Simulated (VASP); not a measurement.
# AlRu (Pm-3m) in VASP: a series of runs

The runs below take AlRu through relaxation of cell and atoms, electrostatic potential, with PBE+D3(BJ).

Program: VASP 6.6.1. These are calculated values, not measurements. Logs are shortened: lines on timing, memory, paths and dates and some standing lists are left out, and cuts for length are marked.

### 1 Starting point

The structure is cubic, space group Pm-3m (No. 221). The conventional cell has a = 2.970 Å, b = 2.970 Å, c = 2.970 Å, α = 90.00°, β = 90.00°, γ = 90.00°. Ru (site symmetry m-3m) is surrounded by 8 Al at 2.57 Å. Al (site symmetry m-3m) is surrounded by 8 Ru at 2.57 Å.

The cell was built by a generator and needn't be a form met in nature.

### 2 Relaxation of cell and atoms, PBE+D3(BJ)

File INCAR:

```
PREC = Accurate
ENCUT = 600
EDIFF = 1E-6
ISMEAR = 1
SIGMA = 0.1
LREAL = F
LASPH = T
NELM = 120
ALGO = Normal
ISIF = 3
LWAVE = F
LCHARG = F
GGA = PE
IVDW = 12
IBRION = 2
NSW = 40
EDIFFG = -0.005
```

File KPOINTS:

```
Automatic mesh
0
Gamma
  14 14 14
```

File POSCAR:

```
AlRu
1.0
    2.9700000000      0.0000000000      0.0000000000
    0.0000000000      2.9700000000      0.0000000000
    0.0000000000      0.0000000000      2.9700000000
Ru Al
1 1
Direct
    0.0000000000      0.0000000000      0.0000000000
    0.5000000000      0.5000000000      0.5000000000
```

Potentials or basis: VASP PAW PBE potentials, release 64 (Ru_pv, Al).

Run with:

```
$ cat potpaw_PBE.64/Ru_pv/POTCAR potpaw_PBE.64/Al/POTCAR > POTCAR
$ mpirun -np 1 vasp_std > vasp.out
```

OUTCAR:

```text
PREC = Accurate
   ENCUT = 600
   EDIFF = 1E-6
   ISMEAR = 1
   LREAL = F
   LASPH = T
   NELM = 120
   ISIF = 3
   GGA = PE
   IVDW = 12
   IBRION = 2
   NSW = 40
   EDIFFG = -0.005
 IVDW          = 12

 ion  position               nearest neighbor table
   1  0.000  0.000  0.000-   2 2.57   2 2.57   2 2.57   2 2.57   2 2.57   2 2.57   2 2.57   2 2.57

   2  0.500  0.500  0.500-   1 2.57   1 2.57   1 2.57   1 2.57   1 2.57   1 2.57   1 2.57   1 2.57

  LATTYP: Found a simple cubic cell.
 ALAT       =     2.9700000000

  Lattice vectors:

 A1 = (   2.9700000000,   0.0000000000,   0.0000000000)
 A2 = (   0.0000000000,   2.9700000000,   0.0000000000)
 A3 = (   0.0000000000,   0.0000000000,   2.9700000000)

Analysis of symmetry for initial positions (statically):
=====================================================================
 Subroutine PRICEL returns:
 Original cell was already a primitive cell.

 Routine SETGRP: Setting up the symmetry group for a
 simple cubic supercell.

 Subroutine GETGRP returns: Found 48 space group operations
 (whereof 48 operations were pure point group operations)
 out of a pool of 48 trial point group operations.

The static configuration has the point symmetry O_h .

Analysis of symmetry for dynamics (positions and initial velocities):
=====================================================================
 Subroutine PRICEL returns:
 Original cell was already a primitive cell.

 Routine SETGRP: Setting up the symmetry group for a
 simple cubic supercell.

 Subroutine GETGRP returns: Found 48 space group operations
 (whereof 48 operations were pure point group operations)
 out of a pool of 48 trial point group operations.

The dynamic configuration has the point symmetry O_h .

 Subroutine INISYM returns: Found 48 space group operations
 (whereof 48 operations are pure point group operations),
 and found     1 'primitive' translations

----------------------------------------------------------------------------------------

                                     Primitive cell

  volume of cell :      26.1981

  direct lattice vectors                    reciprocal lattice vectors
     2.970000000  0.000000000  0.000000000     0.336700337  0.000000000  0.000000000
     0.000000000  2.970000000  0.000000000     0.000000000  0.336700337  0.000000000
     0.000000000  0.000000000  2.970000000     0.000000000  0.000000000  0.336700337

  length of vectors
     2.970000000  2.970000000  2.970000000     0.336700337  0.336700337  0.336700337

  position of ions in fractional coordinates (direct lattice)
     0.000000000  0.000000000  0.000000000
     0.500000000  0.500000000  0.500000000

  ion indices of the primitive-cell ions
   primitive index   ion index
                 1           1
                 2           2

----------------------------------------------------------------------------------------

 KPOINTS: Automatic mesh

Automatic generation of k-mesh.
 Grid dimensions read from file:
 generate k-points for:   14   14   14

 Generating k-lattice:

  Cartesian coordinates                     Fractional coordinates (reciprocal lattice)
     0.024050024  0.000000000  0.000000000     0.071428571  0.000000000  0.000000000
     0.000000000  0.024050024  0.000000000     0.000000000  0.071428571  0.000000000
     0.000000000  0.000000000  0.024050024     0.000000000  0.000000000  0.071428571

  Length of vectors
     0.024050024  0.024050024  0.024050024

  Shift w.r.t. Gamma in fractional coordinates (k-lattice)
     0.000000000  0.000000000  0.000000000

 Subroutine IBZKPT returns following result:
 ===========================================

 Found    120 irreducible k-points:

 Following reciprocal coordinates:
            Coordinates               Weight
  0.000000  0.000000  0.000000      1.000000
  0.071429  0.000000  0.000000      6.000000
  0.142857  0.000000  0.000000      6.000000
  0.214286  0.000000  0.000000      6.000000
  0.285714  0.000000  0.000000      6.000000
  0.357143  0.000000  0.000000      6.000000
[... 16 lines left out ...]
  0.285714  0.214286  0.000000     24.000000
  0.357143  0.214286  0.000000     24.000000
 [... further k-points ...]
   k-points           NKPTS =    120   k-points in BZ     NKDIM =    120   number of bands    NBANDS=     12
   number of dos      NEDOS =    301   number of ions     NIONS =      2
   total plane-waves  NPLWV =  13824
   dimension x,y,z NGX =    24 NGY =   24 NGZ =   24
   dimension x,y,z NGXF=    48 NGYF=   48 NGZF=   48
   ions per type =               1   1
   NGX,Y,Z   is equivalent  to a cutoff of  13.43, 13.43, 13.43 a.u.
   NGXF,Y,Z  is equivalent  to a cutoff of  26.87, 26.87, 26.87 a.u.
 SYSTEM =  unknown system
   PREC   = accura    normal or accurate (medium, high low for compatibility)
   ISTART =      0    job   : 0-new  1-cont  2-samecut
   ICHARG =      2    charge: 1-file 2-atom 10-const
   ISPIN  =      1    spin polarized calculation?
   LNONCOLLINEAR =      F non collinear calculations
   LSORBIT =      F    spin-orbit coupling
   LASPH  =      T    aspherical Exc in radial PAW
   ENCUT  =  600.0 eV  44.10 Ry    6.64 a.u.   5.93  5.93  5.93*2*pi/ulx,y,z
   NELM   =    120;   NELMIN=  2; NELMDL= -5     # of ELM steps
   EDIFF  = 0.1E-05   stopping-criterion for ELM
   LREAL  =      F    real-space projection
   EDIFFG = -.5E-02   stopping-criterion for IOM
   NSW    =     40    number of steps for IOM
   IBRION =      2    ionic relax: 0-MD 1-quasi-New 2-CG
   NFREE  =      1    steps in history (QN), initial steepest desc. (CG)
   ISIF   =      3    stress and relaxation
   ISYM   =      2    0-nonsym 1-usesym 2-fastsym
   POTIM  = 0.5000    time-step for ionic-motion
   TEBEG  =    0.0;   TEEND  =   0.0 temperature during run
   PSTRESS=    0.0 pullay stress
   NELECT =      17.0000    total number of electrons
   NUPDOWN=      -1.0000    fix difference up-down
   EMIN   =  10.00;   EMAX   =-10.00  energy-range for DOS
   EFERMI =   0.00;   METHOD = LEGACY
   ISMEAR =     1;   SIGMA  =   0.10  broadening in eV -4-tet -1-fermi 0-gaus
   EFERMI_NEDOS =   21; number of points for ismear=-14 and -15
   IALGO  =     38    algorithm
   IMIX   =      4    mixing-type and parameters
     AMIX     =   0.40;   BMIX     =  1.00
     AMIX_MAG =   1.60;   BMIX_MAG =  1.00
  volume/ion in A,a.u.               =      13.10        88.40
  Fermi-wavevector in a.u.,A,eV,Ry     =   1.417320  2.678347 27.331342  2.008797
  Thomas-Fermi vector in A             =   2.538563
   LORBIT       =      0    0 simple, 1 ext, 2 COOP (PROOUT), +10 PAW based schemes
   GGA     = PE    functional components
   LHFCALC =     F    Hartree Fock is set to
   AEXX    =    0.0000 exact exchange contribution
   IVDW    =    12    specifies the selected vdW correction
   LEPSILON=     F    determine dielectric tensor
   LRPA    =     F    only Hartree local field effects (RPA)
 conjugate gradient relaxation of ions
 non-spin polarized calculation
 Methfessel and Paxton  Order N= 1 SIGMA  =   0.10
  energy-cutoff  :      600.00
  volume of cell :       26.20
 maximum number of plane-waves:       912
 NGX is ok and might be reduce to    24
   NGX = 11   NGY = 11   NGZ = 11

--------------------------------------- Ionic step        1  -------------------------------------------

 number of electron      16.9999996 magnetization

 Free energy of the ion-electron system (eV)
  ---------------------------------------------------
  ext. energy  EPLUGINS =         0.00000000
  ---------------------------------------------------
  free energy    TOTEN  =       -14.23258569 eV

  energy without entropy =      -14.23204446  energy(sigma->0) =      -14.23240528

------------------------ aborting loop because EDIFF is reached ----------------------------------------

 Edisp (eV)   -1.05352

 E8    (eV) :    -0.4772

  FORCE on cell =-STRESS in cart. coord.  units (eV):
  Direction    XX          YY          ZZ          XY          YZ          ZX
  --------------------------------------------------------------------------------------
  -------------------------------------------------------------------------------------
  Total       0.11296     0.11296     0.11296     0.00000     0.00000    -0.00000
  in kB       6.90809     6.90809     6.90809     0.00000     0.00000    -0.00000
  external pressure =        6.91 kB  Pullay stress =        0.00 kB

 VOLUME and BASIS-vectors are now :
 -----------------------------------------------------------------------------
  energy-cutoff  :      600.00
  volume of cell :       26.20
      direct lattice vectors                 reciprocal lattice vectors
     2.970000000  0.000000000  0.000000000     0.336700337  0.000000000  0.000000000
     0.000000000  2.970000000  0.000000000     0.000000000  0.336700337  0.000000000
     0.000000000  0.000000000  2.970000000     0.000000000  0.000000000  0.336700337
[... 41 lines left out ...]
 POSITION                                       TOTAL-FORCE (eV/Angst)
 -----------------------------------------------------------------------------------
      0.00000      0.00000      0.00000        -0.000000      0.000000      0.000000
      1.48905      1.48905      1.48905         0.000000     -0.000000     -0.000000
 -----------------------------------------------------------------------------------
    total drift:                                0.000000      0.000000      0.000000

  FREE ENERGIE OF THE ION-ELECTRON SYSTEM (eV)
  ---------------------------------------------------
  free  energy   TOTEN  =       -15.2858035700 eV

  energy  without entropy=      -15.2852334289  energy(sigma->0) =      -15.28561352

--------------------------------------- Ionic step        3  -------------------------------------------

 number of electron      16.9999996 magnetization

 Free energy of the ion-electron system (eV)
  ---------------------------------------------------
  ext. energy  EPLUGINS =         0.00000000
  ---------------------------------------------------
  free energy    TOTEN  =       -14.23595039 eV

  energy without entropy =      -14.23539912  energy(sigma->0) =      -14.23576663

 E-fermi :  10.9749     XC(G=0): -12.6630

 val. band max:       10.9740434174   @ k =   0.5000   0.2857   0.1429
 cond. band min:      10.9836567535   @ k =   0.1429   0.0714   0.0714
 fundamental gap:      0.0096133360
 Fermi energy:        10.9749072716

 k-point     1 :       0.0000    0.0000    0.0000
  band No.  band energies     occupation
      1     -30.7866      2.00000
      2     -30.7866      2.00000
      3     -30.7866      2.00000
      4       1.1994      2.00000
      5       7.3173      2.00000
      6       7.3173      2.00000
      7      11.1698     -0.01882
      8      11.1698     -0.01882
      9      11.1698     -0.01882
     10      17.1554      0.00000
     11      17.1554      0.00000
     12      17.1554      0.00000

 k-point     2 :       0.0714    0.0000    0.0000
  band No.  band energies     occupation
      1     -30.7978      2.00000
      2     -30.7856      2.00000
      3     -30.7856      2.00000
      4       1.2992      2.00000
      5       7.3527      2.00000
      6       7.3536      2.00000
      7      11.0428      0.09513
      8      11.0428      0.09512
      9      11.1822     -0.01254
     10      16.6695      0.00000
     11      17.3571      0.00000
     12      17.3571      0.00000
[... 316 lines left out ...]
 k-point    24 :       0.3571    0.2143    0.0000
  band No.  band energies     occupation
      1     -30.9588      2.00000
      2     -30.8559      2.00000
      3     -30.7634      2.00000
      4       4.0856      2.00000
      5       6.9836      2.00000
      6       8.3757      2.00000
      7       9.3279      2.00000
      8       9.7618      2.00000
      9      10.6331      2.00001
     10      13.7002      0.00000
     11      17.4545      0.00000
     12      19.9469      0.00000

 [... further k-points ...]

------------------------ aborting loop because EDIFF is reached ----------------------------------------

 Edisp (eV)   -1.05033

 E8    (eV) :    -0.4757

  FORCE on cell =-STRESS in cart. coord.  units (eV):
  Direction    XX          YY          ZZ          XY          YZ          ZX
  --------------------------------------------------------------------------------------
  -------------------------------------------------------------------------------------
  Total       0.00599     0.00599     0.00599     0.00000     0.00000    -0.00000
  in kB       0.36518     0.36518     0.36518     0.00000     0.00000    -0.00000
  external pressure =        0.37 kB  Pullay stress =        0.00 kB

 VOLUME and BASIS-vectors are now :
 -----------------------------------------------------------------------------
  energy-cutoff  :      600.00
  volume of cell :       26.27
      direct lattice vectors                 reciprocal lattice vectors
     2.972883824  0.000000000 -0.000000000     0.336373723 -0.000000000  0.000000000
     0.000000000  2.972883824  0.000000000    -0.000000000  0.336373723 -0.000000000
    -0.000000000  0.000000000  2.972883824     0.000000000 -0.000000000  0.336373723

 POSITION                                       TOTAL-FORCE (eV/Angst)
 -----------------------------------------------------------------------------------
      0.00000      0.00000      0.00000        -0.000000      0.000000      0.000000
      1.48644      1.48644      1.48644         0.000000     -0.000000      0.000000
 -----------------------------------------------------------------------------------
    total drift:                               -0.000000      0.000000      0.000000

  FREE ENERGIE OF THE ION-ELECTRON SYSTEM (eV)
  ---------------------------------------------------
  free  energy   TOTEN  =       -15.2862777527 eV

  energy  without entropy=      -15.2857264909  energy(sigma->0) =      -15.28609400

 reached required accuracy - stopping structural energy minimisation
```

Wall time 18 s (1 thread of Intel Xeon 6975P-C (Granite Rapids), shared host); peak memory 0.19 GiB.

What came out:

| Quantity | Value |
| --- | --- |
| Free energy | -15.2863 eV |
| Relaxed volume | 13.14 Å³/atom |
| Relaxed cell | a = 2.973 Å, b = 2.973 Å, c = 2.973 Å, α = 90.00°, β = 90.00°, γ = 90.00° |
| Space group after relaxing (to 0.05 Å) | Pm-3m (No. 221) |
| Energy gained by relaxing | 0.1 meV/atom |
| Ionic steps | 3 |
| Pressure after relaxing | 0.0 GPa |
| Band gap on the k mesh | none (metal or under the smearing width) |
| Dispersion energy per atom | -0.525 eV |

The path:
| step | energy change (eV) | largest force (eV/Å) | pressure (GPa) | volume (Å³) |
| --- | --- | --- | --- | --- |
| 1 | 0.0000 | 0.0000 | 0.69 | 26.20 |
| 2 | 0.0003 | 0.0000 | -1.03 | 26.41 |
| 3 | -0.0002 | 0.0000 | 0.04 | 26.27 |

Final structure:
```xyz
2
Lattice="2.9729 0.0000 0.0000 0.0000 2.9729 0.0000 0.0000 0.0000 2.9729" Properties=species:S:1:pos:R:3 pbc="T T T"
Ru    0.0000    0.0000    0.0000
Al    1.4864    1.4864    1.4864
```

Levels at points of the mesh, in eV from the Fermi level:
| k point | band 6 | band 7 | band 8 | band 9 | band 10 | band 11 | band 12 |
| --- | --- | --- | --- | --- | --- | --- | --- |
| (0.00, 0.00, 0.00) | -3.66 | 0.19 | 0.19 | 0.19 | 6.18 | 6.18 | 6.18 |
| (0.50, 0.00, 0.00) | -2.83 | -1.63 | -1.63 | 0.46 | 2.37 | 7.45 | 11.14 |
| (0.50, 0.50, 0.00) | -1.37 | -1.37 | -1.19 | -1.19 | 1.59 | 5.45 | 6.44 |
| (0.50, 0.50, 0.50) | -4.73 | 1.69 | 1.69 | 2.70 | 4.19 | 4.19 | 4.19 |

Caveat: pairwise dispersion overbinds metals, which lowers pressure and volume.

[end of part 1 of 2]
